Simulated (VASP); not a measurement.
## Se: single point with PBE0(alpha)

Se:

```
Se
1.0
     2.63497    0.00000    0.00000
     0.00000    2.63497    0.00000
     0.00000    0.00000    4.35487
Se
1
Cartesian
  1.3175 1.3175 0.0000
```

The cell was built by a generator and needn't be a form met in nature.

```json
{"Program": "VASP 6.6.1", "Task": "single point", "Functional": "PBE0(alpha)", "Potentials or basis": "VASP PAW PBE potentials, release 64 (Se)", "Cutoff": "520 eV", "k mesh": "5 × 5 × 3", "Occupations": "fermi-dirac, width 0.05 eV", "Spin": "no spin polarisation"}
```

```json
{
 "Pressure": "-1.0 GPa",
 "Band gap on the k mesh": "none (metal or under the smearing width)"
}
```

Stress tensor (GPa, compression positive):
```
-1.95  0.00  0.00
 0.00 -1.95  0.00
 0.00  0.00  0.81
```

Levels at points of the mesh, in eV from the Fermi level:
| k point | band 1 | band 2 | band 3 | band 4 | band 5 | band 6 | band 7 | band 8 |
| --- | --- | --- | --- | --- | --- | --- | --- | --- |
| (0.00, 0.00, 0.00) | -16.19 | -3.77 | 3.69 | 3.88 | 3.88 | 9.71 | 11.82 | 18.05 |

Run time: 14 s on 1 thread of Intel(R) Xeon(R) 6975P-C (Granite Rapids), on a shared host, peak memory 0.13 GiB.

Caveat: the k mesh is coarse (spacing up to 0.48 Å⁻¹), so the values aren't converged, least of all with exact exchange; the PAW data sets were made with another functional, which shifts forces and pressure a little.
